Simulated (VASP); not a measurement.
# SiSe2: relaxation of cell and atoms with PBEsol

SiSe2:

```
Si Se
1.0
    -2.99900    4.83450    2.92550
     2.99900   -4.83450    2.92550
     2.99900    4.83450   -2.92550
Si Se
2 4
Direct
  0.75000 0.75000 0.00000
  0.25000 0.25000 0.00000
  0.12342 0.21163 0.33505
  0.87658 0.78837 0.66495
  0.62342 0.28837 0.91179
  0.37658 0.71163 0.08821
```

- Program: VASP 6.6.1
- Task: relaxation of cell and atoms
- Functional: PBEsol
- Potentials or basis: VASP PAW PBE potentials, release 64 (Si, Se)
- Cutoff: 600 eV
- k mesh: 8 × 8 × 8
- Occupations: gaussian, width 0.03 eV
- Spin: no spin polarisation
- Further INCAR settings: ALGO = Normal; EDIFF = 1e-06; IBRION = 2; EDIFFG = -0.01; NSW = 90; ISIF = 3

```json
{
 "Relaxed volume": "28.44 Å³/atom",
 "Relaxed cell": "a = 6.322 Å, b = 6.322 Å, c = 6.322 Å, α = 120.51°, β = 85.54°, γ = 124.75°",
 "Space group after relaxing (to 0.05 Å)": "Ibam (No. 72)",
 "Energy gained by relaxing": "3.3 meV/atom",
 "Ionic steps": "23",
 "Pressure after relaxing": "0.0 GPa",
 "Largest force after relaxing": "0.010 eV/Å",
 "Band gap on the k mesh": "1.64 eV, indirect (least direct gap 1.70 eV)"
}
```

Forces in eV/Å, atoms in the order of the input:
```
Si   0.000  0.000  0.000
Si   0.000  0.000  0.000
Se  -0.010 -0.002  0.000
Se   0.010  0.002  0.000
Se   0.010 -0.002  0.000
Se  -0.010  0.002  0.000
```

The path:
```csv
step,energy change (eV),largest force (eV/Å),pressure (GPa),volume (Å³)
1,0.0000,0.3556,1.18,169.66
2,0.0031,0.3353,-1.35,174.84
3,-0.0146,0.0191,-0.07,172.09
4,-0.0155,0.0125,-0.03,171.93
5,-0.0158,0.0125,-0.01,171.82
6,-0.0158,0.0127,-0.01,171.80
7,-0.0159,0.0123,0.00,171.77
8,-0.0161,0.0150,0.04,171.66
9,-0.0166,0.0280,0.10,171.44
10,-0.0171,0.0608,0.23,170.99
11,-0.0165,0.1323,0.51,170.05
12,-0.0171,0.0821,0.31,170.74
13,-0.0171,0.0820,0.31,170.73
14,-0.0171,0.0814,0.31,170.73
15,-0.0172,0.0801,0.31,170.73
16,-0.0174,0.0777,0.30,170.72
17,-0.0177,0.0732,0.28,170.71
18,-0.0182,0.0641,0.25,170.67
19,-0.0190,0.0469,0.18,170.59
20,-0.0196,0.0161,0.07,170.37
21,-0.0195,0.0145,0.07,170.36
22,-0.0196,0.0089,0.04,170.44
23,-0.0197,0.0099,-0.01,170.64
```

Final structure:
```yaml
crystal:
  lattice:
    - [-3.13634, 4.64045, 2.93113]
    - [3.13634, -4.64045, 2.93113]
    - [3.13634, 4.64045, -2.93113]
  atoms:
    - { symbol: Si, position: [0.75000, 0.75000, 0.00000] }
    - { symbol: Si, position: [0.25000, 0.25000, 0.00000] }
    - { symbol: Se, position: [0.12831, 0.20714, 0.33545] }
    - { symbol: Se, position: [0.87169, 0.79286, 0.66455] }
    - { symbol: Se, position: [0.62831, 0.29286, 0.92117] }
    - { symbol: Se, position: [0.37169, 0.70714, 0.07883] }
```

Levels at points of the mesh, in eV from the valence-band top:
```
           k point  band 12  band 13  band 14  band 15  band 16  band 17  band 18  band 19  band 20
(0.00, 0.00, 0.00)    -1.62    -1.31    -0.67    -0.64    -0.38     2.82     2.83     3.15     5.27
(0.50, 0.00, 0.00)    -2.21    -1.25    -1.25    -0.57    -0.57     2.54     2.54     4.22     4.22
(0.00, 0.50, 0.00)    -2.20    -0.86    -0.86    -0.66    -0.66     2.38     2.38     3.86     3.86
(0.50, 0.50, 0.00)    -2.18    -1.76    -1.31    -0.79    -0.09     2.83     3.86     3.94     4.26
(0.50, 0.50, 0.50)    -2.14    -2.07    -2.00    -1.50    -0.06     1.64     3.24     3.48     4.56
```

It took 28 min on 2 MPI ranks on AMD EPYC 9R45 (Zen 5), with other jobs on the host, peak memory 0.64 GiB a rank.

Caveat: the PAW data sets were made with another functional, which shifts forces and pressure a little. Expect the measured gap to be larger: semilocal functionals such as PBEsol lack the derivative discontinuity.
